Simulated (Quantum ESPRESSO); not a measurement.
Runs of Quantum ESPRESSO 7.5 on TaS2. The structure is trigonal, space group P-3m1 (No. 164). Conventional cell: a = 3.350 Å, b = 3.350 Å, c = 5.860 Å, α = 90.00°, β = 90.00°, γ = 120.00°. Ta (site symmetry -3m) is surrounded by 6 S at 2.43 Å. S (site symmetry 3m) has 3 Ta at 2.43 Å as nearest neighbours. 

| task | level | potentials or basis | cell | ASE optimiser | dispersion computed by | most ionic steps | forc conv thr | etot conv thr | gap on the mesh (eV) | pressure (GPa) | relaxed volume (Å³/atom) | largest force (eV/Å) |
| --- | --- | --- | --- | --- | --- | --- | --- | --- | --- | --- | --- | --- |
| relaxation of cell and atoms | BLYP+D4 | PseudoDojo 0.4.1 SR PBE standard | relaxed | BFGS | dftd4 4.3.1 through ASE | - | - | - | none | 0.1 | 19.48 | 0.01 |
| relaxation of cell and atoms | PBEsol | PseudoDojo 0.4.1 SR PBEsol standard | relaxed to 0.3 kbar | - | - | 40 | 0.0004 Ry/bohr | 1e-05 Ry | none | 0.0 | - | - |
| relaxation of cell and atoms | LDA | PseudoDojo 0.4.1 SR LDA standard | relaxed to 0.3 kbar | - | - | 40 | 0.0004 Ry/bohr | 1e-05 Ry | none | 0.0 | - | - |
| relaxation of cell and atoms | PW91+D4 | PseudoDojo 0.4.1 SR PBE standard | relaxed | BFGS | dftd4 4.3.1 through ASE | - | - | - | none | -0.1 | (a) | 0.01 |

Alike in all rows: no spin polarisation; k mesh 9 × 9 × 5; cutoff (eV) 789; smearing fermi-dirac 0.05 eV.

Question: Fill in the values left out.

Answer: (a) 19.31.

Caveats: the potentials were made for another functional, which shifts forces and pressure (some runs); this functional lacks dispersion, which binds the layers, so the pressure and a relaxed spacing across them are unreliable (some runs).

A k mesh can miss the band edges, and the runs leave out spin-orbit coupling on Ta.

A gap of «none» marks a metal or a gap under the smearing width.

Runs at the PBE level aren't shown here.
